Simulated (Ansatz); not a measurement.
# InPd (Pm-3m) in Ansatz: reference runs

How does InPd come out in PBE? The cell is run as given and disturbed.

Program: Ansatz 0.2.0. These are calculated values, not measurements. Logs are shortened: lines on timing, memory, paths and dates and some standing lists are left out, and cuts for length are marked.

## (1) The crystal as given

It takes space group Pm-3m (No. 221, cubic). Conventional cell: a = 3.272 Å, b = 3.272 Å, c = 3.272 Å, α = 90.00°, β = 90.00°, γ = 90.00°. In (site symmetry m-3m) has 8 Pd at 2.83 Å as nearest neighbours. Around Pd (site symmetry m-3m) lie 8 In at 2.83 Å.

The cell comes from a database or a generator and needn't be the stable form of this composition.

## (2) Single point, PBE

Contents of input.yaml:

```yaml
crystal:
  lattice:
    - [3.27188478, 0.0, 0.0]
    - [0.0, 3.27188478, 0.0]
    - [0.0, 0.0, 3.27188478]
  atoms:
    - { symbol: In, position: [0.0, 0.0, 0.0] }
    - { symbol: Pd, position: [0.5, 0.5, 0.5] }
kpoints:
  mp_grid: { grid: [8, 8, 8] }
scf:
  occupations: { method: fermi_dirac, width: 0.05 }
hamiltonian:
  xc: pbe
  pseudopotentials: { kind: all_electron, lapw: { basis_error: 0.001 } }
output:
  forces: true
  stress: true
  eigenvalues: true
  populations: true
```

Potentials or basis: all-electron LAPW, scalar-relativistic.

Started as:

```bash
> ansatz run input.yaml --threads 1 --pin off --max-ram 3072MiB --backend cpu --events-out ev --progress --plain --runs-dir out
```

Output:

```text
Warning: RAYON_NUM_THREADS=1 ignored (pool sized by the plan → 1); use --threads N
In: projections on atomic orbitals take those of the free atom 1s2 2s2 2p6 3s2 3p6 3d10 4s2 4p6 4d10 5s2 5p1, of charge +0.00 (hamiltonian.pseudopotentials.projection_atoms)
Pd: projections on atomic orbitals take those of the free atom 1s2 2s2 2p6 3s2 3p6 3d10 4s2 4p6 4d10, of charge +0.00 (hamiltonian.pseudopotentials.projection_atoms)
LAPW: plane waves up to 8.108 Å⁻¹, error target 1.0e-3 eV per atom; small_component_spin mean_spin; Pd in spheres of 1.415 Å, 28 of its electrons in bands, Dirac shells []; In in spheres of 1.419 Å, 21 of its electrons in bands, Dirac shells [] (how accurate: hamiltonian.pseudopotentials.lapw.basis_error, Limitations)
Engine: ansatz 0.2.0, x86_64-unknown-linux-gnu
Pseudopotentials: kind: all_electron
Pseudopotential: In, LAPW, valence charge 21, lapw/all_electron/scalar/gaussian/In, Koelling and Harmon's equation, gaussian nucleus
Pseudopotential: Pd, LAPW, valence charge 28, lapw/all_electron/scalar/gaussian/Pd, Koelling and Harmon's equation, gaussian nucleus
Functional definition: PBE
  parameter kappa = 0.804
  parameter beta = 0.06672455060314922
  exchange = pbe_x(kappa = kappa, mu = beta*pi^2/3)
  correlation = pbe_c(beta = beta)
Crystal: 2 atoms, lattice volume = 35.026 Å³
Basis set: ecut = 250.43713282680196 eV, 305 PW (Γ), exchange–correlation at level 2
Bands: 30, of which v1, the nominal top of the filled ones, is band 25 counted from 1 (24 counted from 0)
Symmetry: 48 space group operations
Space group: Pm-3m (ITA 221), of the structure as read, at distance tolerance 3.3e-5 Å
k-points: 35 of 512
Non-local potential: In, projectors of the file, none
Non-local potential: Pd, projectors of the file, none
Initial density: superposition of atomic densities (chi_scale 0.1, normalization cell, long waves kept (reshape's long-wave potential 0.00 eV rms))
Initial wavefunctions: plane waves of lowest kinetic energy (no species holds an atomic orbital)
Functional: x = pbe(κ = 0.804, μ = 0.2195149727645171), c = pbe(β = 0.06672455060314922)
iter 1 solved again at ethr=2.48e-3 eV; its pass at ethr=1.00e-1 eV (dr2=1.21e0 eV) is discarded
SCF iter   1: F=—  HF=-297355.053382 eV  |F-HF|=—  |Δ(HF+E_count)|=         —  Δρ=5.16e-2  dr2=1.22e0  ethr=2.48e-3  ⟨swp⟩=2.0  Hψ=6627  notcnv=0
preconditioner: auto → Kerker (q_TF=auto, 2.885 Å⁻¹)  [metal: Δε(μ)=0.045 eV  Ē_g=15.118 eV  σ=0.050 eV  W_gap=0.22  n_scr=18 (ndim 8)  ℏωp=30.1 eV  f_vac=0.000  D(μ)=1.69/eV (n_scr^D=18)]
SCF iter   2: F=—  HF=-297354.727739 eV  |F-HF|=—  |Δ(HF+E_count)|=   3.26e-1  Δρ=2.62e-2  dr2=4.17e-1  ethr=2.48e-3  ⟨swp⟩=2.9  Hψ=3060  notcnv=0
preconditioner: auto → Resta (q_TF=auto, 2.885 Å⁻¹)  ε∞=4.7  [insulator: Δε(μ)=0.250 eV  Ē_g=15.693 eV  σ=0.050 eV  W_gap=0.84  n_scr=18 (ndim 8)  ℏωp=30.1 eV  f_vac=0.000  D(μ)=0.44/eV (n_scr^D=0)  ε∞_Penn≈4.7]
iter 3 solved again at ethr=5.29e-5 eV; its pass at ethr=8.50e-4 eV (dr2=2.59e-2 eV) is discarded
SCF iter   3: F=—  HF=-297353.626863 eV  |F-HF|=—  |Δ(HF+E_count)|=    1.10e0  Δρ=9.27e-3  dr2=2.59e-2  ethr=5.29e-5  ⟨swp⟩=2.0  Hψ=5141  notcnv=0
SCF iter   4: F=—  HF=-297353.617820 eV  |F-HF|=—  |Δ(HF+E_count)|=   9.04e-3  Δρ=4.30e-3  dr2=6.85e-3  ethr=5.29e-5  ⟨swp⟩=2.0  Hψ=2984  notcnv=0
SCF iter   5: F=—  HF=-297353.617177 eV  |F-HF|=—  |Δ(HF+E_count)|=   6.44e-4  Δρ=1.72e-3  dr2=1.27e-3  ethr=1.40e-5  ⟨swp⟩=2.0  Hψ=2958  notcnv=0
SCF iter   6: F=—  HF=-297353.617369 eV  |F-HF|=—  |Δ(HF+E_count)|=   1.92e-4  Δρ=2.75e-4  dr2=2.75e-5  ethr=2.59e-6  ⟨swp⟩=2.0  Hψ=2960  notcnv=0
SCF iter   7: F=—  HF=-297353.617349 eV  |F-HF|=—  |Δ(HF+E_count)|=   2.05e-5  Δρ=8.26e-5  dr2=1.33e-6  ethr=5.62e-8  ⟨swp⟩=2.0  Hψ=2960  notcnv=0
SCF iter   8: F=—  HF=-297353.617337 eV  |F-HF|=—  |Δ(HF+E_count)|=   1.20e-5  Δρ=3.89e-5  dr2=3.83e-7  ethr=2.72e-9  ⟨swp⟩=3.0  Hψ=3044  notcnv=0
SCF iter   9: F=-297353.617337 eV  HF=-297353.617337 eV  |F-HF|=2.40e-8  |Δ(HF+E_count)|=   1.27e-7  Δρ=5.90e-6  dr2=7.86e-9  ethr=7.81e-10  ⟨swp⟩=2.0  Hψ=2962  notcnv=0
SCF 1 converged in 9 iterations: F = -297353.617337 eV  dr2 = 7.86e-9
SCF converged after 9 iterations
Free energy (F): -297353.617337 eV
Harris-Foulkes:  -297353.617337 eV  (|F-HF|=2.40e-8)
Internal energy: -297353.607184 eV  (E = F + TS)
E sigma→0 (E₀):  -297353.612260 eV
Entropy (-TS):   -0.010152 eV (-5.076 meV/atom)
Fermi energy:    19.839619 eV
--- Per-component energies (eV) ---
  E_band       = -3610.019978
  E_kinetic    = 311285.370398
  E_xc         = -8278.306094
  E_electrostatic = -600360.671488  (all electrons and nuclei)
  E_smearing   = -0.010152  (= −TS)
  E_closure    = 0.000000  (closes the sum)
  E_atoms      = -297346.388246  (free atoms, spherical and without spin; not in F)
  Σ components = -297353.617337   (vs F -297353.617337, Δ=0.00e0)
  Basis errors (estimates in eV, not in F): energy 2.7e-4 per atom: plane waves 2.4e-4 (1.2e-4 summed), levels above the bands 5.1e-53, relativity 6.1e-8, radial functions 2.8e-5, core shells 9.0e-8; eigenvalues (radial functions only) 2.7e-6; not estimated: angular momenta, meshes, grids; target (lapw.basis_error) 1.0e-3; muffin-tin radii Pd 1.415 Å, In 1.419 Å
--- Forces (eV/Å), atoms counted from 1 ---
  atom   1  In    -0.00000000     0.00000000    -0.00000000
  atom   2  Pd    -0.00000000     0.00000000     0.00000000
  max |Σ_I F_I| component: 1.05e-29 eV/Å
--- Stress (GPa, compression-positive) ---
        3.607027       0.000000       0.000000
        0.000000       3.607027       0.000000
        0.000000       0.000000       3.607027
  P = ⅓ Tr σ = 3.6070 GPa (36.070 kbar)
--- Band table (eV; the first three rows and the last of 35) ---
  k-point 0: bands = ["-304.7982", "-304.7982", "-304.7982", "-304.7841", "-304.7841", "-95.6455", "-64.5951", "-54.1281", "-54.1281", "-54.1281", "-30.3425", "-30.3425", "-30.3425", "4.9482", "4.9482", "5.3566", "5.3566", "5.3566", "9.8639", "16.1085", "16.1085", "17.6521", "17.6521", "17.6521", "24.1489", "24.1489", "24.1489", "29.3652", "30.4926", "30.4926"]
  k-point 1: bands = ["-304.7982", "-304.7982", "-304.7982", "-304.7841", "-304.7841", "-95.6454", "-64.5949", "-54.1289", "-54.1281", "-54.1281", "-30.3472", "-30.3421", "-30.3421", "4.9566", "4.9998", "5.3410", "5.3410", "5.3612", "10.1122", "16.1110", "16.1441", "17.4748", "17.4748", "17.6413", "22.6487", "24.6367", "24.6367", "29.7887", "30.4030", "31.9869"]
  k-point 2: bands = ["-304.7982", "-304.7982", "-304.7982", "-304.7841", "-304.7841", "-95.6454", "-64.5943", "-54.1307", "-54.1280", "-54.1280", "-30.3585", "-30.3414", "-30.3414", "4.9770", "5.1238", "5.3036", "5.3036", "5.3726", "10.8512", "16.0617", "16.1174", "17.1029", "17.1029", "17.6152", "20.4003", "25.9351", "25.9351", "29.9303", "30.1679", "34.5087"]
  k-point 34: bands = ["-304.7982", "-304.7982", "-304.7982", "-304.7841", "-304.7841", "-95.6448", "-64.5906", "-54.1326", "-54.1326", "-54.1326", "-30.3687", "-30.3687", "-30.3687", "5.0866", "5.0866", "5.0866", "5.5684", "5.5684", "15.0585", "15.0585", "15.0585", "18.2667", "18.2667", "19.8508", "23.7187", "23.7187", "23.7187", "24.3194", "24.3194", "24.3194"]
--- Löwdin populations: 2 sites ---
  site symbol       q [e]
     0     In     49.5181
     1     Pd     45.4053
  spilling = 0.000806 (of n_electrons = 95.000000)
```

It took 27 s on 1 thread of Intel Xeon at 2.50GHz (Skylake/Cascade Lake), shared host; peak memory 0.36 GiB.

What came out:

* Free energy: -297353.6173 eV
* Pressure: 3.6 GPa
* Band gap on the k mesh: none (metal or under the smearing width)
* Loewdin charges: In -0.52; Pd +0.59 e

## (3) Single point, PBE (atoms moved at random, drawn with an rms of 0.05 Å)

Changes to input.yaml since step 2:

```diff
@@ -6,4 +6,4 @@
   atoms:
-    - { symbol: In, position: [0.0, 0.0, 0.0] }
-    - { symbol: Pd, position: [0.5, 0.5, 0.5] }
+    - { symbol: In, position: [-0.006769, 0.000321, 0.008376] }
+    - { symbol: Pd, position: [0.489101, 0.506878, 0.491849] }
 kpoints:
```

Potentials or basis: all-electron LAPW, scalar-relativistic.

Started as:

```bash
> ansatz run input.yaml --threads 1 --pin off --max-ram 3072MiB --backend cpu --events-out ev --progress --plain --runs-dir out
```

It took 3.7 min on 1 thread of Intel Xeon at 2.50GHz (Skylake/Cascade Lake), shared host; peak memory 0.79 GiB.

The run converged. Its results:

- Free energy: -297353.6099 eV
- Pressure: 3.8 GPa
- Largest force: 0.250 eV/Å
- Band gap on the k mesh: none (metal or under the smearing width)
- Loewdin charges: In -0.52; Pd +0.59 e

Forces on the atoms (eV/Å):
```
In  -0.057  0.091 -0.226
Pd   0.057 -0.091  0.226
```

Stress tensor (GPa, compression positive):
```
 3.82 -0.03  0.07
-0.03  3.81 -0.11
 0.07 -0.11  3.71
```

Levels at points of the mesh, in eV from the Fermi level:
```
              k point  band 22  band 23  band 24  band 25  band 26  band 27  band 28  band 29
   (0.00, 0.00, 0.00)    -2.19    -2.19    -2.19     4.31     4.31     4.33     9.51    10.64
  (0.00, 0.00, -0.50)    -3.17    -3.17    -2.26    -1.03     9.59     9.62     9.99    10.82
  (0.00, -0.50, 0.00)    -3.18    -3.17    -2.26    -1.03     9.50     9.64    10.06    10.76
 (0.00, -0.50, -0.50)    -2.60    -2.23    -2.22    -1.62     1.54     2.56     9.56    11.40
  (-0.50, 0.00, 0.00)    -3.18    -3.17    -2.26    -1.03     9.50     9.63    10.07    10.76
 (-0.50, 0.00, -0.50)    -2.60    -2.23    -2.22    -1.62     1.54     2.56     9.56    11.40
 (-0.50, -0.50, 0.00)    -2.62    -2.22    -2.22    -1.62     1.54     2.56     9.57    11.41
(-0.50, -0.50, -0.50)    -1.58    -1.58     0.02     3.81     3.83     3.88     4.48     4.53
```
